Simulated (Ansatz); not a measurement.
The system is MgO2.

```
Mg O
1.0
     4.82861    0.00000    0.00000
     0.00000    4.82861    0.00000
     0.00000    0.00000    4.82861
Mg O
4 8
Direct
  0.00000 0.00000 0.00000
  0.50000 0.00000 0.50000
  0.50000 0.50000 0.00000
  0.00000 0.50000 0.50000
  0.58942 0.91058 0.08942
  0.91058 0.08942 0.58942
  0.08942 0.58942 0.91058
  0.41058 0.41058 0.41058
  0.58942 0.58942 0.58942
  0.91058 0.41058 0.08942
  0.08942 0.91058 0.41058
  0.41058 0.08942 0.91058
```

The cell is a database's computed one.

Base run:

```yaml
Program: Ansatz 0.2.0
Functional: PBE0
Potentials_or_basis: Ansatz PAW
Cutoff: 420 eV
Density_cutoff: 1680 eV
k_mesh: 4 × 4 × 4
Occupations: fixed
Spin: no spin polarisation
```

Its results: band gap on the k mesh 7.09 eV, indirect (least direct gap 7.31 eV); largest force 0.948 eV/Å.

Question: The run is repeated on the same cell with these changes: functional from PBE0 to HSE06; level from pbe0 to hse06. What comes out?

Answer: Band gap on the k mesh 6.31 eV, indirect (least direct gap 6.52 eV); largest force 0.948 eV/Å.

Caveats: the PAW data sets come from PBE, with cores solved anew for the run's functional, which leaves a small shift of forces and pressure.

Not every run made on this cell is shown here.
